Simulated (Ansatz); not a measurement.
# Preparing RuS2 (Pa-3) as a host crystal, part 2 of 2

Before any defect goes in: RuS2 (Pa-3) at rest, and how it screens a charge.

Ansatz 0.2.0; plane-wave PAW DFT, PBEsol; relaxation of the host's cell and atoms; PAW set soft_1 (the session's first sound run).

So far, mean electronic dielectric tensor: step 3 (dielectric tensors of the host) 16.6. The relaxed cell has a = 5.581 Å (conventional setting).

## Step 4: Primitive cell on a dense mesh

A dense mesh gives the host's converged energy, against which the supercell's sampling is tested.

This step: plane-wave PAW DFT, PBEsol; single point of the host's primitive cell on a dense mesh; PAW set soft_1 (Ansatz 0.2.0).

dense/input.yaml

```yaml
crystal:
  lattice:
    - [5.5808281292, 0.0, 0.0]
    - [0.0, 5.5808281292, 0.0]
    - [0.0, 0.0, 5.5808281292]
  atoms:
    - { symbol: Ru, position: [0.0, 0.5, 0.5] }
    - { symbol: Ru, position: [0.5, 0.5, 0.0] }
    - { symbol: Ru, position: [0.5, 0.0, 0.5] }
    - { symbol: Ru, position: [0.0, 0.0, 0.0] }
    - { symbol: S, position: [0.3862783134, 0.1137216866, 0.8862783134] }
    - { symbol: S, position: [0.1137216866, 0.8862783134, 0.3862783134] }
    - { symbol: S, position: [0.8862783134, 0.3862783134, 0.1137216866] }
    - { symbol: S, position: [0.6137216866, 0.6137216866, 0.6137216866] }
    - { symbol: S, position: [0.3862783134, 0.3862783134, 0.3862783134] }
    - { symbol: S, position: [0.1137216866, 0.6137216866, 0.8862783134] }
    - { symbol: S, position: [0.8862783134, 0.1137216866, 0.6137216866] }
    - { symbol: S, position: [0.6137216866, 0.8862783134, 0.1137216866] }
basis:
  ecutwfc: 420
  xc_grid: 2
hamiltonian:
  xc: pbesol
  pseudopotentials: { kind: paw, azcp: { folder: soft_1 }, xc_functional: pbe }
kpoints:
  mp_grid: { grid: [5, 5, 5] }
scf:
  occupations: { method: fermi_dirac, width: 0.01 }
  max_iter: 80
```

On the command line:

```
$ ansatz run input.yaml --threads 4 --pin off --max-ram 15073MiB --backend cpu --events-out ev --progress --plain --runs-dir out
```

Numbers of over 12 decimals in the logs are rounded to 6 here.

Output:

```text
[...]
Crystal: 12 atoms, lattice volume = 173.818 Å³
Basis set: ecut = 420 eV, 3407 PW (Γ), exchange–correlation on 80×80×80 points (8 copies of the dense FFT grid, shifted against one another)
Bands: 68, of which v1, the nominal top of the filled ones, is band 56 counted from 1 (55 counted from 0)
Symmetry: 24 space group operations
[...]
k-points: 11 of 125
[...]
SCF iter   1: F=—  HF=-30354.898405 eV  |F-HF|=—  |Δ(HF+E_count)|=         —  Δρ=6.94e-2  dr2=3.59e0  ethr=3.10e-3  ⟨swp⟩=7.7  Hψ=3466  notcnv=0
[...]
SCF iter   8: F=-30353.794544 eV  HF=-30353.794544 eV  |F-HF|=3.56e-9  |Δ(HF+E_count)|=   4.19e-7  Δρ=3.68e-6  dr2=1.57e-8  ethr=1.55e-10  ⟨swp⟩=2.1  Hψ=2506  notcnv=0
SCF 1 converged in 8 iterations: F = -30353.794544 eV  dr2 = 1.57e-8
[...]
SCF converged after 8 iterations
Free energy (F): -30353.794544 eV
[...]
Internal energy: -30353.794544 eV  (E = F + TS)
E sigma→0 (E₀):  -30353.794544 eV
Fermi energy:    13.793560 eV
[...]
```

It took 2.6 s on 4 threads of Arm Neoverse V1, shared host; peak memory 0.57 GiB.

## Step 5: Self-consistent run

This step: plane-wave PAW DFT, PBEsol; single point of the defect-free supercell, a test of its k-points; PAW set soft_1 (Ansatz 0.2.0).

System of this step: RuS2 (Pa-3). It takes space group Pa-3 (No. 205, cubic). Conventional cell: a = 5.581 Å, b = 5.581 Å, c = 5.581 Å, α = 90.00°, β = 90.00°, γ = 90.00°. Nearest to Ru lie 6 S at 2.34 Å. S has 1 S at 2.20 Å and 3 Ru at 2.34 Å nearest. Farther neighbours and most contacts between anions are not listed.

pristine.sampling/input.yaml

```yaml
crystal:
  lattice:
    - [0.0, 5.5808281292, 5.5808281292]
    - [5.5808281292, 0.0, 5.5808281292]
    - [5.5808281292, 5.5808281292, 0.0]
  atoms:
    - { symbol: Ru, position: [0.0, 0.5, 0.5] }
    - { symbol: Ru, position: [0.5, 0.0, 0.0] }
    - { symbol: Ru, position: [0.0, 0.0, 0.5] }
    - { symbol: Ru, position: [0.5, 0.5, 0.0] }
    - { symbol: Ru, position: [0.0, 0.5, 0.0] }
    - { symbol: Ru, position: [0.5, 0.0, 0.5] }
    - { symbol: Ru, position: [0.0, 0.0, 0.0] }
    - { symbol: Ru, position: [0.5, 0.5, 0.5] }
    - { symbol: S, position: [0.3068608433, 0.5794174701, 0.8068608433] }
    - { symbol: S, position: [0.8068608433, 0.0794174701, 0.3068608433] }
    - { symbol: S, position: [0.0794174701, 0.3068608433, 0.8068608433] }
    - { symbol: S, position: [0.5794174701, 0.8068608433, 0.3068608433] }
    - { symbol: S, position: [0.3068608433, 0.8068608433, 0.0794174701] }
    - { symbol: S, position: [0.8068608433, 0.3068608433, 0.5794174701] }
    - { symbol: S, position: [0.3068608433, 0.3068608433, 0.3068608433] }
    - { symbol: S, position: [0.8068608433, 0.8068608433, 0.8068608433] }
    - { symbol: S, position: [0.1931391567, 0.1931391567, 0.1931391567] }
    - { symbol: S, position: [0.6931391567, 0.6931391567, 0.6931391567] }
    - { symbol: S, position: [0.1931391567, 0.6931391567, 0.4205825299] }
    - { symbol: S, position: [0.6931391567, 0.1931391567, 0.9205825299] }
    - { symbol: S, position: [0.4205825299, 0.1931391567, 0.6931391567] }
    - { symbol: S, position: [0.9205825299, 0.6931391567, 0.1931391567] }
    - { symbol: S, position: [0.1931391567, 0.9205825299, 0.6931391567] }
    - { symbol: S, position: [0.6931391567, 0.4205825299, 0.1931391567] }
basis:
  ecutwfc: 420
  xc_grid: 2
hamiltonian:
  xc: pbesol
  pseudopotentials: { kind: paw, azcp: { folder: soft_1 }, xc_functional: pbe }
kpoints:
  mp_grid: { grid: [1, 1, 1] }
scf:
  occupations: { method: fermi_dirac, width: 0.01 }
  max_iter: 80
```

Output:

```text
[...]
Crystal: 24 atoms, lattice volume = 347.637 Å³
Basis set: ecut = 420 eV, 6855 PW (Γ), exchange–correlation on 108×108×108 points (8 copies of the dense FFT grid, shifted against one another)
Bands: 136, of which v1, the nominal top of the filled ones, is band 112 counted from 1 (111 counted from 0)
Symmetry: 48 space group operations
[...]
k-points: 1
[...]
SCF iter   1: F=—  HF=-60715.431443 eV  |F-HF|=—  |Δ(HF+E_count)|=         —  Δρ=6.85e-2  dr2=7.60e0  ethr=3.10e-3  ⟨swp⟩=7.0  Hψ=633  notcnv=0
[...]
SCF iter   8: F=-60712.968622 eV  HF=-60712.968622 eV  |F-HF|=8.44e-8  |Δ(HF+E_count)|=   5.58e-8  Δρ=5.17e-6  dr2=1.04e-7  ethr=1.55e-10  ⟨swp⟩=3.0  Hψ=306  notcnv=0
SCF 1 converged in 8 iterations: F = -60712.968622 eV  dr2 = 1.04e-7
[...]
SCF converged after 8 iterations
Free energy (F): -60712.968622 eV
[...]
Internal energy: -60712.968622 eV  (E = F + TS)
E sigma→0 (E₀):  -60712.968622 eV
Fermi energy:    13.593181 eV
[...]
```

Wall time 1.6 s (4 threads); peak memory 0.47 GiB.

This step gave:

```yaml
energy_over_dense_mesh: -0.2241 eV/atom
```

## Step 6: Defect free supercell relaxed from its symmetric sites

This cell, the one that will hold the defects, is built from the relaxed host. Its coarser k-points can move the atoms a little, so it is relaxed from the symmetric sites, as the reference for the test of stability.

This step: plane-wave PAW DFT, PBEsol; relaxation of the defect-free supercell from its symmetric sites; PAW set soft_1 (Ansatz 0.2.0).

pristine.symmetric/input.yaml, as its differences from pristine.sampling/input.yaml of step 5:

```diff
@@ -37,3 +37,3 @@
 kpoints:
-  mp_grid: { grid: [1, 1, 1] }
+  mp_grid: { grid: [2, 2, 2], shift: [0.5, 0.5, 0.5] }
 scf:
@@ -41 +41,12 @@
   max_iter: 80
+output:
+  forces: true
+relax:
+  f_tol: 0.01
+  max_steps: 60
+  escape_saddle: false
+checkpoint:
+  write: "../pristine.symmetric.run"
+  compress: false
+  write_wavefunctions: false
+  write_every: 100000
```

Output:

```text
[...]
Warning: crystal.symmetry: narrowed to the stabiliser of the k-point mesh — unitary ops 48 → 12; [...]
[...]
Crystal: 24 atoms, lattice volume = 347.637 Å³
Basis set: ecut = 420 eV, 6855 PW (Γ), exchange–correlation on 108×108×108 points (8 copies of the dense FFT grid, shifted against one another)
Bands: 136, of which v1, the nominal top of the filled ones, is band 112 counted from 1 (111 counted from 0)
Symmetry: 12 space group operations
k-points: 2 of 8
[...]
SCF iter   1: F=—  HF=-60709.795658 eV  |F-HF|=—  |Δ(HF+E_count)|=         —  Δρ=6.94e-2  dr2=7.17e0  ethr=3.10e-3  ⟨swp⟩=8.0  Hψ=1267  notcnv=0
[...]
SCF iter   8: F=-60707.588824 eV  HF=-60707.588824 eV  |F-HF|=2.76e-8  |Δ(HF+E_count)|=   1.23e-7  Δρ=4.41e-6  dr2=4.30e-8  ethr=1.12e-9  ⟨swp⟩=5.0  Hψ=907  notcnv=0
SCF 1 converged in 8 iterations: F = -60707.588824 eV  dr2 = 4.30e-8
[...]
relax step   1: F+E_penalty+E_count = -60707.58882368 eV  Δ(F+E_penalty+E_count) = +0.000e0 eV  max|allowed force component| = 2.359e-2 eV/Å  Δτ_max = 0.0000 Å  (8 SCF iters, dr2 threshold 2.50e-6 eV, accepted)
[...]
SCF iter   6: F=-60707.589220 eV  HF=-60707.589220 eV  |F-HF|=4.07e-10  |Δ(HF+E_count)|=   1.27e-9  Δρ=2.20e-7  dr2=5.14e-10  ethr=2.67e-12  ⟨swp⟩=2.0  Hψ=816  notcnv=0
SCF 2 converged in 6 iterations: F = -60707.589220 eV  dr2 = 5.14e-10
relax step   2: F+E_penalty+E_count = -60707.58921974 eV  Δ(F+E_penalty+E_count) = -3.961e-4 eV  max|allowed force component| = 7.691e-3 eV/Å  Δτ_max = 0.0015 Å  (6 SCF iters, accepted)
SCF converged after 6 iterations
Free energy (F): -60707.589220 eV
[...]
Internal energy: -60707.589220 eV  (E = F + TS)
E sigma→0 (E₀):  -60707.589220 eV
Fermi energy:    14.021904 eV
[...]
--- Forces (eV/Å), atoms counted from 1 ---
  atom   1  Ru     0.00000000    -0.00000000     0.00000000
  atom   2  Ru     0.00000000    -0.00000000    -0.00000000
  atom   3  Ru     0.00000000    -0.00000000     0.00000000
  atom   4  Ru     0.00000000    -0.00000000     0.00000000
  atom   5  Ru     0.00000000    -0.00000000     0.00000000
  atom   6  Ru     0.00000000    -0.00000000    -0.00000000
  atom   7  Ru     0.00000000    -0.00000000     0.00000000
  atom   8  Ru     0.00000000    -0.00000000     0.00000000
  atom   9  S      0.00391179     0.00102008     0.00769052
  atom  10  S      0.00391179     0.00102008     0.00769052
  atom  11  S      0.00102008     0.00769052     0.00391179
  atom  12  S      0.00102008     0.00769052     0.00391179
  atom  13  S      0.00769052     0.00391179     0.00102008
  atom  14  S      0.00769052     0.00391179     0.00102008
  atom  15  S      0.00567411     0.00567411     0.00567411
  atom  16  S      0.00567411     0.00567411     0.00567411
  atom  17  S     -0.00567411    -0.00567411    -0.00567411
  atom  18  S     -0.00567411    -0.00567411    -0.00567411
  atom  19  S     -0.00769052    -0.00391179    -0.00102008
  atom  20  S     -0.00769052    -0.00391179    -0.00102008
  atom  21  S     -0.00102008    -0.00769052    -0.00391179
  atom  22  S     -0.00102008    -0.00769052    -0.00391179
  atom  23  S     -0.00391179    -0.00102008    -0.00769052
  atom  24  S     -0.00391179    -0.00102008    -0.00769052
  max |Σ_I F_I| component: 7.89e-17 eV/Å
--- Relaxed structure (2 steps of the walk, 2 accepted, 0 SCFs on fresh bases) ---
  F+E_penalty+E_count = -60707.58921974 eV   max|allowed force component| = 7.691e-3 eV/Å
  atoms:
    - { symbol: Ru, position: [0.0, 0.5, 0.5] }
    - { symbol: Ru, position: [0.5, 0.0, 0.0] }
    - { symbol: Ru, position: [0, 0, 0.5] }
    - { symbol: Ru, position: [0.5, 0.5, 0.0] }
    - { symbol: Ru, position: [0.0, 0.5, 0.0] }
    - { symbol: Ru, position: [0.5, 0.0, 0.5] }
    - { symbol: Ru, position: [0, 0, 0] }
    - { symbol: Ru, position: [0.5, 0.5, 0.5] }
    - { symbol: S, position: [0.306921, 0.579457, 0.806991] }
    - { symbol: S, position: [0.806921, 0.079457, 0.306991] }
    - { symbol: S, position: [0.079457, 0.306991, 0.806921] }
    - { symbol: S, position: [0.579457, 0.806991, 0.306921] }
    - { symbol: S, position: [0.306991, 0.806921, 0.079457] }
    - { symbol: S, position: [0.806991, 0.306921, 0.579457] }
    - { symbol: S, position: [0.306883, 0.306883, 0.306883] }
    - { symbol: S, position: [0.806883, 0.806883, 0.806883] }
    - { symbol: S, position: [0.193117, 0.193117, 0.193117] }
    - { symbol: S, position: [0.693117, 0.693117, 0.693117] }
    - { symbol: S, position: [0.193009, 0.693079, 0.420543] }
    - { symbol: S, position: [0.693009, 0.193079, 0.920543] }
    - { symbol: S, position: [0.420543, 0.193009, 0.693079] }
    - { symbol: S, position: [0.920543, 0.693009, 0.193079] }
    - { symbol: S, position: [0.193079, 0.920543, 0.693009] }
    - { symbol: S, position: [0.693079, 0.420543, 0.193009] }
```

Run time: 5 s. Hardware: 4 threads; peak memory 0.78 GiB; 16 s of CPU time.

Hardly anything moved in the relaxation; the energy changed by under 0.2 meV an atom.

## Step 7: Defect free supercell relaxed from displaced atoms

This step: plane-wave PAW DFT, PBEsol; relaxation of the defect-free supercell from random displacements, a test of the host's stability; PAW set soft_1 (Ansatz 0.2.0).

pristine.rattled/input.yaml, as its differences from pristine.symmetric/input.yaml of step 6:

```diff
@@ -45,6 +45,6 @@
   f_tol: 0.01
-  max_steps: 60
-  escape_saddle: false
+  max_steps: 120
+  random_displacement: { amplitude: 0.08, seed: 1332 }
 checkpoint:
-  write: "../pristine.symmetric.run"
+  write: "../pristine.rattled.run"
   compress: false
```

Output:

```text
[...]
Crystal: 24 atoms, lattice volume = 347.637 Å³
Basis set: ecut = 420 eV, 6855 PW (Γ), exchange–correlation on 108×108×108 points (8 copies of the dense FFT grid, shifted against one another)
Bands: 136, of which v1, the nominal top of the filled ones, is band 112 counted from 1 (111 counted from 0)
Symmetry: 1 space group operations
k-points: 4 of 8 (time reversal used)
[...]
SCF iter   1: F=—  HF=-60708.336220 eV  |F-HF|=—  |Δ(HF+E_count)|=         —  Δρ=6.89e-2  dr2=7.37e0  ethr=3.10e-3  ⟨swp⟩=7.5  Hψ=2428  notcnv=0
[...]
SCF iter   7: F=-60706.092676 eV  HF=-60706.092678 eV  |F-HF|=1.10e-6  |Δ(HF+E_count)|=   3.32e-6  Δρ=2.22e-5  dr2=2.15e-6  ethr=1.12e-9  ⟨swp⟩=4.0  Hψ=2415  notcnv=0
SCF 1 converged in 7 iterations: F = -60706.092676 eV  dr2 = 2.15e-6
[...]
relax step   1: F+E_penalty+E_count = -60706.09267646 eV  Δ(F+E_penalty+E_count) = +0.000e0 eV  max|allowed force component| = 2.570e0 eV/Å  Δτ_max = 0.0000 Å  (7 SCF iters, dr2 threshold 2.50e-6 eV, accepted)
[...]
relax step   2: F+E_penalty+E_count = -60706.64617918 eV  Δ(F+E_penalty+E_count) = -5.535e-1 eV  max|allowed force component| = 1.250e0 eV/Å  Δτ_max = 0.1949 Å  (6 SCF iters, dr2 threshold 1.00e-4 eV, accepted)
relax step   3: F+E_penalty+E_count = -60707.58845861 eV  Δ(F+E_penalty+E_count) = -9.423e-1 eV  max|allowed force component| = 4.727e-2 eV/Å  Δτ_max = 0.1382 Å  (6 SCF iters, dr2 threshold 9.77e-5 eV, accepted)
relax step   4: F+E_penalty+E_count = -60707.58845926 eV  Δ(F+E_penalty+E_count) = -6.584e-7 eV  max|allowed force component| = 4.718e-2 eV/Å  Δτ_max = 0.0000 Å  (6 SCF iters, accepted)
relax step   5: F+E_penalty+E_count = -60707.57784772 eV  Δ(F+E_penalty+E_count) = +1.061e-2 eV  max|allowed force component| = 1.512e-1 eV/Å  Δτ_max = 0.0134 Å  (6 SCF iters, dr2 threshold 1.39e-7 eV, rejected (line search))
SCF iter   1: F=—  HF=-60707.589578 eV  |F-HF|=—  |Δ(HF+E_count)|=         —  Δρ=1.02e-3  dr2=1.63e-3  ethr=7.98e-6  ⟨swp⟩=4.0  Hψ=1314  notcnv=0  defer=63
[...]
SCF iter   6: F=-60707.589225 eV  HF=-60707.589226 eV  |F-HF|=1.84e-8  |Δ(HF+E_count)|=   1.48e-8  Δρ=1.68e-6  dr2=2.14e-8  ethr=4.37e-11  ⟨swp⟩=2.8  Hψ=2051  notcnv=0
SCF 6 converged in 6 iterations: F = -60707.589225 eV  dr2 = 2.14e-8
relax step   6: F+E_penalty+E_count = -60707.58922549 eV  Δ(F+E_penalty+E_count) = -7.662e-4 eV  max|allowed force component| = 7.443e-3 eV/Å  Δτ_max = 0.0033 Å  (6 SCF iters, accepted)
SCF converged after 6 iterations
Free energy (F): -60707.589225 eV
[...]
Internal energy: -60707.589225 eV  (E = F + TS)
E sigma→0 (E₀):  -60707.589225 eV
Fermi energy:    14.024819 eV
[...]
--- Forces (eV/Å), atoms counted from 1 ---
  atom   1  Ru     0.00169652     0.00037513     0.00012373
  atom   2  Ru     0.00101012     0.00039370    -0.00030202
  atom   3  Ru     0.00249053    -0.00130604     0.00148297
  atom   4  Ru     0.00142535    -0.00063539     0.00137724
  atom   5  Ru     0.00016785     0.00054064     0.00264632
  atom   6  Ru     0.00021203     0.00117595     0.00163214
  atom   7  Ru     0.00064250     0.00098245     0.00083382
  atom   8  Ru     0.00515078    -0.00052666     0.00277959
  atom   9  S     -0.00609256     0.00407784    -0.00587628
  atom  10  S     -0.00398304     0.00084499    -0.00547780
  atom  11  S      0.00044302    -0.00498027    -0.00655270
  atom  12  S      0.00216519    -0.00496085    -0.00544105
  atom  13  S     -0.00744308    -0.00569365     0.00179423
  atom  14  S     -0.00443693    -0.00399066    -0.00012618
  atom  15  S      0.00226077     0.00448749     0.00418438
  atom  16  S      0.00457521     0.00548981     0.00314584
  atom  17  S     -0.00354836    -0.00383575    -0.00368226
  atom  18  S     -0.00220552    -0.00446794    -0.00357820
  atom  19  S      0.00088142     0.00441977    -0.00345207
  atom  20  S      0.00345284     0.00437404    -0.00349649
  atom  21  S     -0.00437792     0.00458163     0.00317108
  atom  22  S     -0.00448053     0.00513312     0.00687325
  atom  23  S      0.00551022    -0.00217299     0.00555265
  atom  24  S      0.00448351    -0.00430594     0.00238807
  max |Σ_I F_I| component: 4.34e-7 eV/Å
--- Relaxed structure (6 steps of the walk, 5 accepted, 0 SCFs on fresh bases) ---
  F+E_penalty+E_count = -60707.58922549 eV   max|allowed force component| = 7.443e-3 eV/Å
  atoms:
    - { symbol: Ru, position: [0.000460, 0.501057, 0.501430] }
    - { symbol: Ru, position: [0.500464, 0.001064, 0.001425] }
    - { symbol: Ru, position: [0.000475, 0.001023, 0.501444] }
    - { symbol: Ru, position: [0.500462, 0.501037, 0.001452] }
    - { symbol: Ru, position: [0.000434, 0.501049, 0.001452] }
    - { symbol: Ru, position: [0.500439, 0.001047, 0.501448] }
    - { symbol: Ru, position: [0.000453, 0.001053, 0.001441] }
    - { symbol: Ru, position: [0.500479, 0.501019, 0.501431] }
    - { symbol: S, position: [0.307378, 0.580644, 0.808406] }
    - { symbol: S, position: [0.807408, 0.080605, 0.308410] }
    - { symbol: S, position: [0.080035, 0.308038, 0.808375] }
    - { symbol: S, position: [0.580027, 0.808026, 0.308370] }
    - { symbol: S, position: [0.307417, 0.807995, 0.081043] }
    - { symbol: S, position: [0.807449, 0.307994, 0.580985] }
    - { symbol: S, position: [0.307331, 0.307950, 0.308338] }
    - { symbol: S, position: [0.807335, 0.807944, 0.808310] }
    - { symbol: S, position: [0.193575, 0.194166, 0.194551] }
    - { symbol: S, position: [0.693569, 0.694147, 0.694552] }
    - { symbol: S, position: [0.193487, 0.694132, 0.421890] }
    - { symbol: S, position: [0.693500, 0.194138, 0.921856] }
    - { symbol: S, position: [0.420886, 0.194101, 0.694507] }
    - { symbol: S, position: [0.920844, 0.694098, 0.194528] }
    - { symbol: S, position: [0.193522, 0.921468, 0.694479] }
    - { symbol: S, position: [0.693550, 0.421462, 0.194478] }
```

The job ended after 40 s (4 threads; peak memory 1.1 GiB; 2.4 min of CPU time).

Relaxation path:

```
step  energy less that of the first step (eV)  largest force component (eV/Å)
   1                                   0.0000                          2.5701
   2                                  -0.5535                          1.2502
   3                                  -1.4958                          0.0473
   4                                  -1.4958                          0.0472
   5                                  -1.4852                          0.1512
   6                                  -1.4965                          0.0074
```

Relaxation step 5 was tried and not accepted.

The relaxation ends 62 meV an atom lower than the displaced start, with a largest force component of 0.0074 eV/Å.

## Step 8: Results

* primitive cell vectors, lengths: 5.581, 5.581, 5.581 Å
* electronic dielectric constant: 16.58
* static dielectric constant: 20.97
* gap on the k-mesh of the response run (PBEsol): 0.49 eV
* supercell relaxed in its symmetry less the displaced and relaxed one: 0.000 eV
* energy an atom at the zone centre alone less that on the dense mesh: -0.224 eV

In words: Step 7: The energy fell by 1.497 eV from the randomly displaced start; the atoms end within 0.005 Å of the sites as typed, once the mean shift is taken out. The displaced cell ends within 0.01 eV of the symmetric one relaxed in its symmetry, so no lower structure shows in this supercell. The k-mesh can miss the band edges, so this gap is an upper bound at this level. All at zero temperature.

[Logs are printed without paths, hosts, clocks, repeated set-up lines and the standing remarks that a program may print on its own settings, such as how far it seeks lower states.]

[Hosts, paths, dates, database ids (printed as entryN), source tags and the programs' standing remarks are cut or masked in the printed files.]

[Runs of the host that timed out are not shown.]

[For some hosts the program warned that the k-mesh of the response run may be too coarse for force constants and the static dielectric constant; such warnings are not always shown.]

[The program warned that the k-mesh of a response run behind this text may be too coarse: force constants, and the static dielectric constant and all else formed from them, are not shown converged.]
